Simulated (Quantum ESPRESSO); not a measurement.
A run of Quantum ESPRESSO 7.5:

Contents of pw.in:

```
&CONTROL
  calculation = 'scf'
  prefix = 'pwscf'
  outdir = './tmp'
  pseudo_dir = './pseudo'
  tprnfor = .true.
  tstress = .true.
  disk_io = 'low'
/
&SYSTEM
  ibrav = 0
  A = 4.00068289
  nat = 2
  ntyp = 1
  ecutwfc = 78
  nbnd = 21
  occupations = 'smearing'
  smearing = 'mv'
  degauss = 0.01469973
/
&ELECTRONS
  conv_thr = 4d-10
  electron_maxstep = 120
  mixing_beta = 0.5
/
ATOMIC_SPECIES
Ge    72.6300 Ge.upf
CELL_PARAMETERS alat
   0.0000000000    0.7071067810    0.7071067810
   0.7071067810    0.0000000000    0.7071067810
   0.7071067810    0.7071067810    0.0000000000
ATOMIC_POSITIONS alat
Ge     1.0606601714    1.0606601714    1.0606601714
Ge     0.7071067810    0.7071067810    0.7071067810
K_POINTS automatic
8 8 8 0 0 0
```

relax.in

```
&CONTROL
  calculation = 'vc-relax'
  prefix = 'pwscf'
  outdir = './tmp'
  pseudo_dir = './pseudo'
  tprnfor = .true.
  tstress = .true.
  disk_io = 'low'
  nstep = 40
  forc_conv_thr = 0.0001
  etot_conv_thr = 1d-06
/
&SYSTEM
  ibrav = 0
  A = 4.00068289
  nat = 2
  ntyp = 1
  ecutwfc = 78
  nbnd = 21
  occupations = 'smearing'
  smearing = 'mv'
  degauss = 0.01469973
/
&ELECTRONS
  conv_thr = 4d-10
  electron_maxstep = 120
  mixing_beta = 0.5
/
&IONS
  ion_dynamics = 'bfgs'
/
&CELL
  cell_dynamics = 'bfgs'
  press = 0
  press_conv_thr = 0.2
/
ATOMIC_SPECIES
Ge    72.6300 Ge.upf
CELL_PARAMETERS alat
   0.0000000000    0.7071067810    0.7071067810
   0.7071067810    0.0000000000    0.7071067810
   0.7071067810    0.7071067810    0.0000000000
ATOMIC_POSITIONS alat
Ge     1.0606601714    1.0606601714    1.0606601714
Ge     0.7071067810    0.7071067810    0.7071067810
K_POINTS automatic
8 8 8 0 0 0
```

The input scf2.in:

```
&CONTROL
  calculation = 'scf'
  prefix = 'pwscf'
  outdir = './tmp'
  pseudo_dir = './pseudo'
  tprnfor = .true.
  tstress = .true.
  disk_io = 'low'
/
&SYSTEM
  ibrav = 0
  A = 4.07181848
  nat = 2
  ntyp = 1
  ecutwfc = 78
  nbnd = 21
  occupations = 'smearing'
  smearing = 'mv'
  degauss = 0.01469973
/
&ELECTRONS
  conv_thr = 1d-13
  electron_maxstep = 120
  mixing_beta = 0.5
  startingpot = 'file'
  startingwfc = 'file'
/
ATOMIC_SPECIES
Ge    72.6300 Ge.upf
CELL_PARAMETERS alat
   0.0000000000    0.7071067809    0.7071067809
   0.7071067809    0.0000000000    0.7071067809
   0.7071067809    0.7071067809    0.0000000000
ATOMIC_POSITIONS alat
Ge     1.0606601714    1.0606601714    1.0606601712
Ge     0.7071067809    0.7071067809    0.7071067808
K_POINTS automatic
8 8 8 0 0 0
```

ph.in

```
phonons of Ge
&INPUTPH
  prefix = 'pwscf'
  outdir = './tmp'
  tr2_ph = 1d-18
  fildyn = 'dyn'
  niter_ph = 90
  alpha_mix(1) = 0.4
/
0.0000000000 0.0000000000 0.0000000000
```

Contents of dynmat.in:

```
&INPUT
  fildyn = 'dyn'
  asr = 'crystal'
  filout = 'dynmat.disp'
  fileig = 'dynmat.eig'
/
```

Potentials or basis: PseudoDojo 0.4.1 SR PBE standard.

The run is started by

```bash
$ OMP_NUM_THREADS=1 mpirun -n 4 pw.x -nk 4 -in pw.in > pw.out
$ OMP_NUM_THREADS=1 mpirun -n 4 pw.x -nk 4 -in relax.in > relax.out
$ OMP_NUM_THREADS=1 mpirun -n 4 pw.x -nk 4 -in scf2.in > scf2.out
$ OMP_NUM_THREADS=1 mpirun -n 4 ph.x -nk 4 -in ph.in > ph.out
$ OMP_NUM_THREADS=1 mpirun -n 1 dynmat.x -in dynmat.in > dynmat.out
```

Hardware: 4 MPI ranks on Intel(R) Xeon(R) 6975P-C (Granite Rapids), with other jobs on the host.

**Question.** How long does it take, and how much memory?

**Answer.** Wall time 3 min on 4 MPI ranks on Intel(R) Xeon(R) 6975P-C (Granite Rapids) (shared host), peak memory 0.52 GiB a rank. Counts: scf iterations 54, k pools 4, bands 21, ion steps 5, k points 29, g dense 28475.
